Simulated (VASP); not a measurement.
Here is a VASP 6.6.1 calculation.

Contents of POSCAR:

```
TePb
1.0
    0.0000000000      3.2840937665      3.2840937665
    3.2840937665      0.0000000000      3.2840937665
    3.2840937665      3.2840937665      0.0000000000
  Te              Pb
     1     1
Direct
     0.5000000000000000    0.5000000000000000    0.5000000000000000
     0.0000000000000000    0.0000000000000000    0.0000000000000000
```

File INCAR.step1:

```
SYSTEM = TePb
PREC     = Accurate       ! precision mode
ENCUT    = 600            ! plane-wave cutoff, eV
EDIFF    = 1E-8           ! SCF threshold, eV
ISMEAR   = 0              ! smearing method
SIGMA    = 0.03           ! smearing width, eV
LREAL    = .FALSE.        ! projectors in reciprocal space
LASPH    = .TRUE.         ! aspherical terms in the spheres
NELM     = 80             ! most SCF steps
ALGO     = Fast           ! electronic algorithm
ISIF     = 3              ! what is computed and relaxed
LWAVE    = .FALSE.        ! write WAVECAR
LCHARG   = .FALSE.        ! write CHGCAR
GGA      = PE             ! functional
IBRION   = 2              ! ionic algorithm
NSW      = 40             ! ionic steps
EDIFFG   = -0.002         ! ionic threshold
```

INCAR.step2

```
SYSTEM = TePb
PREC     = Accurate       ! precision mode
ENCUT    = 600            ! plane-wave cutoff, eV
EDIFF    = 1E-8           ! SCF threshold, eV
ISMEAR   = 0              ! smearing method
SIGMA    = 0.03           ! smearing width, eV
LREAL    = .FALSE.        ! projectors in reciprocal space
LASPH    = .TRUE.         ! aspherical terms in the spheres
NELM     = 80             ! most SCF steps
ALGO     = Fast           ! electronic algorithm
ISIF     = 2              ! what is computed and relaxed
LWAVE    = .FALSE.        ! write WAVECAR
LCHARG   = .FALSE.        ! write CHGCAR
GGA      = PE             ! functional
IBRION   = 6              ! ionic algorithm
NFREE    = 2            
POTIM    = 0.015          ! step
NSW      = 1              ! ionic steps
```

The input KPOINTS:

```
regular mesh
0
G
  8 8 8
  0 0 0
```

Potentials or basis: VASP PAW PBE potentials, release 64 (Te, Pb_d).

The run is started by

```bash
$ cat potpaw_PBE.64/Te/POTCAR potpaw_PBE.64/Pb_d/POTCAR > POTCAR
$ cp INCAR.step1 INCAR
$ mpirun -np 1 vasp_std > vasp.out
$ cp CONTCAR POSCAR
$ cp INCAR.step2 INCAR
$ mpirun -np 1 vasp_std > vasp.out
```

Problem. Predict the highest phonon frequency at Γ, LO-TO splitting left out.

Solution. 22 cm⁻¹.

Phonon frequencies in cm⁻¹ (negative: imaginary):
| q point | frequencies |
| --- | --- |
| (0.000, 0.000, 0.000) | -1 -1 -1 22 22 22 |

The run has no spin-orbit coupling, so splittings on Pb, Te are missing.
